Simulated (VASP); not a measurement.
# TePb (Fm-3m) in VASP: settings compared, part 2 of 3

VASP 6.6.1.

**4. Relaxation of cell and atoms, r2SCAN**

INCAR

```
SYSTEM = TePb
PREC = Accurate
ENCUT = 600
EDIFF = 1E-6
ISMEAR = -1
SIGMA = 0.05
LREAL = .False.
LASPH = .True.
NELM = 80
ALGO = Normal
ISIF = 3
LWAVE = .False.
LCHARG = .False.
METAGGA = R2SCAN
LMIXTAU = .True.
IBRION = 2
NSW = 40
EDIFFG = -0.01
```

KPOINTS

```
Automatic mesh
0
Gamma
  7 7 7
  0 0 0
```

POSCAR

```
TePb
1.0
    0.0000000000      3.2310000000      3.2310000000
    3.2310000000      0.0000000000      3.2310000000
    3.2310000000      3.2310000000      0.0000000000
Pb Te
1 1
Direct
    0.0000000000      0.0000000000      0.0000000000
    0.5000000000      0.5000000000      0.5000000000
```

Potentials or basis: VASP PAW PBE potentials, release 64 (Pb_d, Te).

The run is started by

```sh
$ cat potpaw_PBE.64/Pb_d/POTCAR potpaw_PBE.64/Te/POTCAR > POTCAR
$ mpirun -np 1 vasp_std > vasp.out
```

OUTCAR:

```text
SYSTEM = TePb
   PREC = Accurate
   ENCUT = 600
   EDIFF = 1E-6
   ISMEAR = -1
   LREAL = .False.
   LASPH = .True.
   NELM = 80
   ISIF = 3
   METAGGA = R2SCAN
   IBRION = 2
   NSW = 40
   EDIFFG = -0.01

 ion  position               nearest neighbor table
   1  0.000  0.000  0.000-   2 3.23   2 3.23   2 3.23   2 3.23   2 3.23   2 3.23
   2  0.500  0.500  0.500-   1 3.23   1 3.23   1 3.23   1 3.23   1 3.23   1 3.23

  LATTYP: Found a face centered cubic cell.
 ALAT       =     6.4620000000

  Lattice vectors:

 A1 = (   0.0000000000,   3.2310000000,   3.2310000000)
 A2 = (   3.2310000000,   0.0000000000,   3.2310000000)
 A3 = (   3.2310000000,   3.2310000000,   0.0000000000)

Analysis of symmetry for initial positions (statically):
=====================================================================
 Subroutine PRICEL returns:
 Original cell was already a primitive cell.

 Routine SETGRP: Setting up the symmetry group for a
 face centered cubic supercell.

 Subroutine GETGRP returns: Found 48 space group operations
 (whereof 48 operations were pure point group operations)
 out of a pool of 48 trial point group operations.

The static configuration has the point symmetry O_h .

Analysis of symmetry for dynamics (positions and initial velocities):
=====================================================================
 Subroutine PRICEL returns:
 Original cell was already a primitive cell.

 Routine SETGRP: Setting up the symmetry group for a
 face centered cubic supercell.

 Subroutine GETGRP returns: Found 48 space group operations
 (whereof 48 operations were pure point group operations)
 out of a pool of 48 trial point group operations.

The dynamic configuration has the point symmetry O_h .

 Subroutine INISYM returns: Found 48 space group operations
 (whereof 48 operations are pure point group operations),
 and found     1 'primitive' translations

----------------------------------------------------------------------------------------

                                     Primitive cell

  volume of cell :      67.4592

  direct lattice vectors                    reciprocal lattice vectors
     0.000000000  3.231000000  3.231000000    -0.154750851  0.154750851  0.154750851
     3.231000000  0.000000000  3.231000000     0.154750851 -0.154750851  0.154750851
     3.231000000  3.231000000  0.000000000     0.154750851  0.154750851 -0.154750851

  length of vectors
     4.569324020  4.569324020  4.569324020     0.268036337  0.268036337  0.268036337

  position of ions in fractional coordinates (direct lattice)
     0.000000000  0.000000000  0.000000000
     0.500000000  0.500000000  0.500000000

  ion indices of the primitive-cell ions
   primitive index   ion index
                 1           1
                 2           2

----------------------------------------------------------------------------------------

 KPOINTS: Automatic mesh

Automatic generation of k-mesh.
 Grid dimensions read from file:
 generate k-points for:    7    7    7

 Generating k-lattice:

  Cartesian coordinates                     Fractional coordinates (reciprocal lattice)
    -0.022107264  0.022107264  0.022107264     0.142857143  0.000000000  0.000000000
     0.022107264 -0.022107264  0.022107264     0.000000000  0.142857143  0.000000000
     0.022107264  0.022107264 -0.022107264     0.000000000  0.000000000  0.142857143

  Length of vectors
     0.038290905  0.038290905  0.038290905

  Shift w.r.t. Gamma in fractional coordinates (k-lattice)
     0.000000000  0.000000000  0.000000000

 Subroutine IBZKPT returns following result:
 ===========================================

 Found     20 irreducible k-points:

 Following reciprocal coordinates:
            Coordinates               Weight
  0.000000  0.000000  0.000000      1.000000
  0.142857  0.000000  0.000000      8.000000
  0.285714  0.000000  0.000000      8.000000
  0.428571  0.000000  0.000000      8.000000
  0.142857  0.142857  0.000000      6.000000
  0.285714  0.142857  0.000000     24.000000
[... 12 lines left out ...]
 -0.428571  0.428571  0.142857     24.000000
 -0.285714  0.428571  0.142857     24.000000
   k-points           NKPTS =     20   k-points in BZ     NKDIM =     20   number of bands    NBANDS=     14
   number of dos      NEDOS =    301   number of ions     NIONS =      2
   total plane-waves  NPLWV =  64000
   dimension x,y,z NGX =    40 NGY =   40 NGZ =   40
   dimension x,y,z NGXF=    80 NGYF=   80 NGZF=   80
   ions per type =               1   1
   NGX,Y,Z   is equivalent  to a cutoff of  14.55, 14.55, 14.55 a.u.
   NGXF,Y,Z  is equivalent  to a cutoff of  29.11, 29.11, 29.11 a.u.
 SYSTEM =  TePb
   PREC   = accura    normal or accurate (medium, high low for compatibility)
   ISTART =      0    job   : 0-new  1-cont  2-samecut
   ICHARG =      2    charge: 1-file 2-atom 10-const
   ISPIN  =      1    spin polarized calculation?
   LNONCOLLINEAR =      F non collinear calculations
   LSORBIT =      F    spin-orbit coupling
   LASPH  =      T    aspherical Exc in radial PAW
   ENCUT  =  600.0 eV  44.10 Ry    6.64 a.u.   9.13  9.13  9.13*2*pi/ulx,y,z
   NELM   =     80;   NELMIN=  2; NELMDL= -5     # of ELM steps
   EDIFF  = 0.1E-05   stopping-criterion for ELM
   LREAL  =      F    real-space projection
   EDIFFG = -.1E-01   stopping-criterion for IOM
   NSW    =     40    number of steps for IOM
   IBRION =      2    ionic relax: 0-MD 1-quasi-New 2-CG
   NFREE  =      1    steps in history (QN), initial steepest desc. (CG)
   ISIF   =      3    stress and relaxation
   ISYM   =      2    0-nonsym 1-usesym 2-fastsym
   POTIM  = 0.5000    time-step for ionic-motion
   TEBEG  =    0.0;   TEEND  =   0.0 temperature during run
   PSTRESS=    0.0 pullay stress
   NELECT =      20.0000    total number of electrons
   NUPDOWN=      -1.0000    fix difference up-down
   EMIN   =  10.00;   EMAX   =-10.00  energy-range for DOS
   EFERMI =   0.00;   METHOD = LEGACY
   ISMEAR =    -1;   SIGMA  =   0.05  broadening in eV -4-tet -1-fermi 0-gaus
   EFERMI_NEDOS =   21; number of points for ismear=-14 and -15
   IALGO  =     38    algorithm
   IMIX   =      4    mixing-type and parameters
     AMIX     =   0.40;   BMIX     =  1.00
     AMIX_MAG =   1.60;   BMIX_MAG =  1.00
  volume/ion in A,a.u.               =      33.73       227.62
  Fermi-wavevector in a.u.,A,eV,Ry     =   1.091619  2.062861 16.213147  1.191633
  Thomas-Fermi vector in A             =   2.227868
   LORBIT       =      0    0 simple, 1 ext, 2 COOP (PROOUT), +10 PAW based schemes
   METAGGA = R2SCAN    functional components
   LHFCALC =     F    Hartree Fock is set to
   AEXX    =    0.0000 exact exchange contribution
   IVDW    =     0    specifies the selected vdW correction
   LEPSILON=     F    determine dielectric tensor
   LRPA    =     F    only Hartree local field effects (RPA)
 conjugate gradient relaxation of ions
 non-spin polarized calculation
  energy-cutoff  :      600.00
  volume of cell :       67.46
 maximum number of plane-waves:      2259
 NGX is ok and might be reduce to    40
   NGX = 19   NGY = 19   NGZ = 19

--------------------------------------- Ionic step        1  -------------------------------------------

 number of electron      19.9999998 magnetization

 Free energy of the ion-electron system (eV)
  ---------------------------------------------------
  ext. energy  EPLUGINS =         0.00000000
  ---------------------------------------------------
  free energy    TOTEN  =       -82.69621428 eV

  energy without entropy =      -82.69621406  energy(sigma->0) =      -82.69621417

------------------------ aborting loop because EDIFF is reached ----------------------------------------

  FORCE on cell =-STRESS in cart. coord.  units (eV):
  Direction    XX          YY          ZZ          XY          YZ          ZX
  --------------------------------------------------------------------------------------
  -------------------------------------------------------------------------------------
  Total        0.6546354      0.6546354      0.6546354     -0.0000000      0.0000000      0.0000000
  in kB       15.5478086     15.5478086     15.5478086     -0.0000000      0.0000000      0.0000000
  external PRESSURE =      15.5478086 kB  Pullay stress =       0.0000000 kB
[... 57 lines left out ...]
  energy  without entropy=      -82.7053623595  energy(sigma->0) =      -82.70536242

--------------------------------------- Ionic step        3  -------------------------------------------

 number of electron      20.0000001 magnetization

 Free energy of the ion-electron system (eV)
  ---------------------------------------------------
  ext. energy  EPLUGINS =         0.00000000
  ---------------------------------------------------
  free energy    TOTEN  =       -82.70697810 eV

  energy without entropy =      -82.70697796  energy(sigma->0) =      -82.70697803

 E-fermi :   5.6550     XC(G=0):  -9.6549

 val. band max:        4.9892029601   @ k =   0.4286   0.0000   0.0000
 cond. band min:       6.3115943564   @ k =   0.4286   0.0000   0.0000
 fundamental gap:      1.3223913963
 Fermi energy:         5.6549931740

 k-point     1 :       0.0000    0.0000    0.0000
  band No.  band energies     occupation
      1     -12.2422      2.00000
      2     -12.2422      2.00000
      3     -12.2330      2.00000
      4     -12.2330      2.00000
      5     -12.2330      2.00000
      6      -7.1522      2.00000
      7      -0.6452      2.00000
      8       3.7176      2.00000
      9       3.7176      2.00000
     10       3.7176      2.00000
     11       9.3910      0.00000
     12       9.3910      0.00000
     13       9.3910      0.00000
     14      11.3391      0.00000
[... 350 lines left out ...]
  FREE ENERGIE OF THE ION-ELECTRON SYSTEM (eV)
  ---------------------------------------------------
  free  energy   TOTEN  =       -82.7069780988 eV

  energy  without entropy=      -82.7069779635  energy(sigma->0) =      -82.70697803

 reached required accuracy - stopping structural energy minimisation
```

Wall time 3.7 min (1 thread of Intel Xeon 6975P-C (Granite Rapids), shared host); peak memory 0.26 GiB.

What came out:

```
Free energy                            : -82.7070 eV
Relaxed volume                         : 34.88 Å³/atom
Relaxed cell                           : a = 4.621 Å, b = 4.621 Å, c = 4.621 Å, α = 60.00°, β = 60.00°, γ = 60.00°
Space group after relaxing (to 0.05 Å) : Fm-3m (No. 225)
Energy gained by relaxing              : 5.4 meV/atom
Ionic steps                            : 3
Pressure after relaxing                : 0.0 GPa
```

The path:
| step | energy change (eV) | largest force (eV/Å) | pressure (GPa) | volume (Å³) |
| --- | --- | --- | --- | --- |
| 1 | 0.0000 | 0.0000 | 1.55 | 67.46 |
| 2 | -0.0091 | 0.0000 | -0.55 | 70.71 |
| 3 | -0.0108 | 0.0000 | 0.01 | 69.76 |

Final structure:
```yaml
crystal:
  lattice:
    - [0.00000, 3.26732, 3.26732]
    - [3.26732, 0.00000, 3.26732]
    - [3.26732, 3.26732, 0.00000]
  atoms:
    - { symbol: Pb, position: [0.00000, 0.00000, 0.00000] }
    - { symbol: Te, position: [0.50000, 0.50000, 0.50000] }
```

Levels at points of the mesh, in eV from the Fermi level:
| k point | band 6 | band 7 | band 8 | band 9 | band 10 | band 11 | band 12 | band 13 | band 14 |
| --- | --- | --- | --- | --- | --- | --- | --- | --- | --- |
| (0.00, 0.00, 0.00) | -12.81 | -6.30 | -1.94 | -1.94 | -1.94 | 3.74 | 3.74 | 3.74 | 5.68 |

Caveat: this odd mesh misses L, where the gap lies, so gap, dielectric constants and Born charges aren't listed; the PAW data sets were made with another functional, which shifts forces and pressure a little.

(Continued in part 3 of 3.)
